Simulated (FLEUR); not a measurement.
# ZnO (zincite) (P6_3mc) in FLEUR: band structure with LDA

Aim: the band structure of ZnO (zincite) with LDA.

All numbers are computed with FLEUR MaX-R8.1 (later development tree); they aren't measurements. Logs are shortened: lines on timing, memory, paths and dates and some standing lists are left out, and cuts for length are marked.

**Experimental background.**

“Electronic structure of alkaline earth and post-transition metal oxides”, 2009, arxiv:0908.1581 quotes, for a bulk crystal of ZnO: band gap 3.37 eV.

The results are compared with them further down.

### 1 The structure

The structure is hexagonal, space group P6_3mc (No. 186). The conventional cell has a = 3.249 Å, b = 3.249 Å, c = 5.206 Å, α = 90.00°, β = 90.00°, γ = 120.00°. Around Zn (site symmetry 3m) lie 4 O at 1.97 to 1.98 Å. O (site symmetry 3m) is surrounded by 4 Zn at 1.97 to 1.98 Å.

### 2 Band structure, LDA

Input file inp.xml:

```xml
<?xml version="1.0" encoding="UTF-8" standalone="no"?>
<fleurInput fleurInputVersion="0.39">
   <comment>
      ZnO                                                                                                 
   </comment>
   <calculationSetup>
      <cutoffs Kmax="5.0" Gmax="15.5" GmaxXC="15.5" numbands="0"/>
      <scfLoop itmax="60" minDistance="0.00001" maxIterBroyd="15" imix="Anderson" alpha="0.05" precondParam="0.0" spinf="2.0" sdNocoIR="T"/>
      <coreElectrons ctail="T" frcor="F" kcrel="0" coretail_lmax="0"/>
      <xcFunctional name="vwn" relativisticCorrections="F"/>
      <magnetism jspins="1"/>
      <soc l_soc="F" theta="0.0" phi="0.0" spav="F"/>
      <expertModes spex="0" secvar="F"/>
      <geometryOptimization l_f="F" forcealpha="1.0" forcemix="BFGS" epsdisp="0.00001" epsforce="0.00001"/>
      <ldaU l_linMix="F" mixParam="0.05" spinf="1.0"/>
   </calculationSetup>
   <cell>
      <bzIntegration valenceElectrons="52.0" mode="hist" fermiSmearingEnergy="0.00183747">
         <kPointListSelection listName="default-1"/>
         <!-- k-points included here -->
         <xi:include xmlns:xi="http://www.w3.org/2001/XInclude" href="kpts.xml"> </xi:include>
      </bzIntegration>
      <!-- symmetry operations included here -->
[... 33 lines left out ...]
         </electronConfig>
         <energyParameters s="2" p="2" d="3" f="4"/>
         <lo type="SCLO" l="0" n="2" eDeriv="2"/>
         <lo type="SCLO" l="1" n="2" eDeriv="2"/>
         <lo type="SCLO" l="2" n="3" eDeriv="2"/>
      </species>
   </atomSpecies>
   <atomGroups>
      <atomGroup species="Zinc (Zn)">
         <relPos label="                   1">-1.000/3.000 1.000/3.000 .0000000000</relPos>
         <relPos label="                   2">1.000/3.000 -1.000/3.000 1.000/2.000</relPos>
         <force calculate="T" relaxXYZ="TTT"/>
      </atomGroup>
      <atomGroup species="Oxygen (O)">
         <relPos label="                   3">1.000/3.000 -1.000/3.000 -.1209900000</relPos>
         <relPos label="                   4">-1.000/3.000 1.000/3.000 .3790100000</relPos>
         <force calculate="T" relaxXYZ="TTT"/>
      </atomGroup>
   </atomGroups>
   <output dos="F" band="F" slice="F">
      <checks vchk="F" cdinf="F"/>
      <bandDOS minEnergy="-.5*Htr" maxEnergy="0.5*Htr" sigma="0.015" storeEVData="T"/>
      <vacuumDOS vacdos="F" integ="F" star="F" nstars="0" locx1="0.0" locy1="0.0" locx2="0.0" locy2="0.0" nstm="0" tworkf="0.0"/>
      <unfoldingBand unfoldBand="F" supercellX="1" supercellY="1" supercellZ="1"/>
      <plotting iplot="0" polar="F">
         <plot TwoD="T" vec1="  1.0  0.0  0.0" vec2="  0.0  1.0  0.0" vec3="  0.0  0.0  1.0" zero="  0.0  0.0  0.0" file="plot"/>
      </plotting>
      <chargeDensitySlicing numkpt="0" minEigenval="0.0" maxEigenval="0.0" nnne="0" pallst="F"/>
      <specialOutput eonly="F"/>
      <moessbauerParams electricFieldGradient="T" isomerShift="T" coreHyperfine="T" valenceHyperfine="T"/>
      <magneticCircularDichroism mcd="F" energyLo="-10.0" energyUp="0.0"/>
   </output>
  <!-- We include the file relax.xml here to enable relaxations (see documentation) -->
  <xi:include xmlns:xi="http://www.w3.org/2001/XInclude" href="relax.xml"> <xi:fallback/> </xi:include>
</fleurInput>
```

Input file crystal.txt:

```
ZnO
&input cartesian=F /
3.2493080000  0.0000000000  0.0000000000
-1.6246540000  2.8139832727  0.0000000000
0.0000000000  0.0000000000  5.2057090000
1.8897261246
1.0 1.0 1.0

4
30 0.6666666666  0.3333333332  0.0000000000
30 0.3333333332  0.6666666666  0.5000000000
8 0.3333333332  0.6666666666  0.8790100000
8 0.6666666666  0.3333333332  0.3790100000

&kpt div1=9 div2=9 div3=5 gamma=T /
```

Input file inp.xml (bands):

```
<?xml version="1.0" encoding="UTF-8" standalone="no"?>
<fleurInput fleurInputVersion="0.39">
   <comment>
      ZnO                                                                                                 
   </comment>
   <calculationSetup>
      <cutoffs Kmax="5.0" Gmax="15.5" GmaxXC="15.5" numbands="0"/>
      <scfLoop itmax="60" minDistance="0.00001" maxIterBroyd="15" imix="Anderson" alpha="0.05" precondParam="0.0" spinf="2.0" sdNocoIR="T"/>
      <coreElectrons ctail="T" frcor="F" kcrel="0" coretail_lmax="0"/>
      <xcFunctional name="vwn" relativisticCorrections="F"/>
      <magnetism jspins="1"/>
      <soc l_soc="F" theta="0.0" phi="0.0" spav="F"/>
      <expertModes spex="0" secvar="F"/>
      <geometryOptimization l_f="F" forcealpha="1.0" forcemix="BFGS" epsdisp="0.00001" epsforce="0.00001"/>
      <ldaU l_linMix="F" mixParam="0.05" spinf="1.0"/>
   </calculationSetup>
   <cell>
      <bzIntegration valenceElectrons="52.0" mode="hist" fermiSmearingEnergy="0.00183747">
         <kPointListSelection listName="path-1"/>
         <!-- k-points included here -->
         <xi:include xmlns:xi="http://www.w3.org/2001/XInclude" href="kpts.xml"> </xi:include>
      </bzIntegration>
      <!-- symmetry operations included here -->
      <xi:include xmlns:xi="http://www.w3.org/2001/XInclude" href="sym.xml"> </xi:include>
[... 32 lines left out ...]
         </electronConfig>
         <energyParameters s="2" p="2" d="3" f="4"/>
         <lo type="SCLO" l="0" n="2" eDeriv="2"/>
         <lo type="SCLO" l="1" n="2" eDeriv="2"/>
         <lo type="SCLO" l="2" n="3" eDeriv="2"/>
      </species>
   </atomSpecies>
   <atomGroups>
      <atomGroup species="Zinc (Zn)">
         <relPos label="                   1">-1.000/3.000 1.000/3.000 .0000000000</relPos>
         <relPos label="                   2">1.000/3.000 -1.000/3.000 1.000/2.000</relPos>
         <force calculate="T" relaxXYZ="TTT"/>
      </atomGroup>
      <atomGroup species="Oxygen (O)">
         <relPos label="                   3">1.000/3.000 -1.000/3.000 -.1209900000</relPos>
         <relPos label="                   4">-1.000/3.000 1.000/3.000 .3790100000</relPos>
         <force calculate="T" relaxXYZ="TTT"/>
      </atomGroup>
   </atomGroups>
   <output dos="F" band="T" slice="F">
      <checks vchk="F" cdinf="F"/>
      <bandDOS minEnergy="-.5*Htr" maxEnergy="0.5*Htr" sigma="0.015" storeEVData="T"/>
      <vacuumDOS vacdos="F" integ="F" star="F" nstars="0" locx1="0.0" locy1="0.0" locx2="0.0" locy2="0.0" nstm="0" tworkf="0.0"/>
      <unfoldingBand unfoldBand="F" supercellX="1" supercellY="1" supercellZ="1"/>
      <plotting iplot="0" polar="F">
         <plot TwoD="T" vec1="  1.0  0.0  0.0" vec2="  0.0  1.0  0.0" vec3="  0.0  0.0  1.0" zero="  0.0  0.0  0.0" file="plot"/>
      </plotting>
      <chargeDensitySlicing numkpt="0" minEigenval="0.0" maxEigenval="0.0" nnne="0" pallst="F"/>
      <specialOutput eonly="F"/>
      <moessbauerParams electricFieldGradient="T" isomerShift="T" coreHyperfine="T" valenceHyperfine="T"/>
      <magneticCircularDichroism mcd="F" energyLo="-10.0" energyUp="0.0"/>
   </output>
  <!-- We include the file relax.xml here to enable relaxations (see documentation) -->
  <xi:include xmlns:xi="http://www.w3.org/2001/XInclude" href="relax.xml"> <xi:fallback/> </xi:include>
</fleurInput>
```

Potentials or basis: all-electron, FLAPW.

Launch:

```
> inpgen -f crystal.txt -profile fastHighL
> # inp.xml edited to the form shown
> mpirun -n 4 fleur_MPI -pe_per_kpt 1
> mpirun -n 4 fleur_MPI -pe_per_kpt 1   # second run, on inp.xml (bands)
```

Output:

```text
Welcome to FLEUR        (www.flapw.de)
      MaX-Release 8.1          (www.max-centre.eu)

 ========== k-point set info ==========
 Selected k-point list: default-1
 k-point list type: mesh
 9 x 9 x 5
 Number of k points: 36

 ------------Calculation Setup---------------------------
 Number of MPI-tasks      :            4
 Number of PE/node        :            4
 Number of OMP-threads    :            1
 Using exactly            1  PE per kpt
 Using exactly            1  PE per kpt
 Using exactly            1  PE per kpt
 Using exactly            1  PE per kpt
 k-points in parallel     :            4
 pe's per k-point         :            1
 No of k-point loops      :            9
 Eigenvalue solver        :       lapack
 Number of basis functions:          867
 Approximate size of matrices (H+S) per k-point:         0.022 GB
 --------------------------------------------------------
 Iteration:     1   Distance:      23.07675187 me/bohr^3
 Iteration:     2   Distance:      19.37395198 me/bohr^3
 Iteration:     3   Distance:       7.51545554 me/bohr^3
 Iteration:     4   Distance:       5.20708504 me/bohr^3
 Iteration:     5   Distance:       3.36133985 me/bohr^3
 Iteration:     6   Distance:       0.59303674 me/bohr^3
 Iteration:     7   Distance:       0.57817384 me/bohr^3
 Iteration:     8   Distance:       0.06385744 me/bohr^3
 Iteration:     9   Distance:       0.06413722 me/bohr^3
 Iteration:    10   Distance:       0.00905161 me/bohr^3
 Iteration:    11   Distance:       0.00272614 me/bohr^3
 Iteration:    12   Distance:       0.00109618 me/bohr^3
 Iteration:    13   Distance:       0.00007474 me/bohr^3
 Iteration:    14   Distance:       0.00007242 me/bohr^3
 Iteration:    15   Distance:       0.00000509 me/bohr^3

 ********************************************************************
 Run finished successfully
 Stop message:
   all done
 ********************************************************************
```

It took 2.5 min on 4 MPI ranks of Intel Xeon at 2.50GHz (Skylake/Cascade Lake), shared host.

What came out:

| Quantity | Value |
| --- | --- |
| Free energy | -101678.4296 eV |
| Band gap on the k mesh | 0.75 eV, direct |
| Band gap along the path | 0.75 eV, direct |
| Valence electrons inside the program's atomic spheres | Zn 18.08; O 4.80 (radii Zn 1.96, O 1.5 bohr) |

Levels at the corners of the path, in eV from the valence-band top:
```
point  band 24  band 25  band 26  band 27  band 28  band 29
    Γ    -0.07     0.00     0.00     0.75     5.09     8.14
    M    -2.30    -1.30    -0.83     5.68     6.73     7.48
    K    -1.94    -1.94    -1.73     7.53     7.57     7.57
    Γ    -0.07     0.00     0.00     0.75     5.09     8.14
    A    -0.40    -0.40    -0.40     3.40     3.40     9.95
    L    -1.52    -1.36    -1.36     5.60     5.60     8.30
    H    -2.72    -1.23    -1.23     7.87     7.87     7.90
    A    -0.40    -0.40    -0.40     3.40     3.40     9.95
    L    -1.52    -1.36    -1.36     5.60     5.60     8.30
    M    -2.30    -1.30    -0.83     5.68     6.73     7.48
    K    -1.94    -1.94    -1.73     7.53     7.57     7.57
    H    -2.72    -1.23    -1.23     7.87     7.87     7.90
```

Core levels (eV from the Fermi level):
```tsv
atom	levels
1 Zn	1s1/2 -9499.2, 2s1/2 -1150.1, 2p1/2 -1013.4, 2p3/2 -989.6
2 Zn	1s1/2 -9499.2, 2s1/2 -1150.1, 2p1/2 -1013.4, 2p3/2 -989.6
3 O	1s1/2 -501.3
4 O	1s1/2 -501.3
```

### 3 Comparison with measurements

Step 2. Measured gap of ZnO: 3.37 eV (quoted in “Electronic structure of alkaline earth and post-transition metal oxides”, 2009, arxiv:0908.1581). This calculation gives 0.75 eV (-2.62 eV). So large a miss can be the level of theory's own, or it may mean another phase, state or a wrong row. The value is that of LDA, without temperature or zero-point motion. Semilocal functionals fall short of measured gaps as a rule.
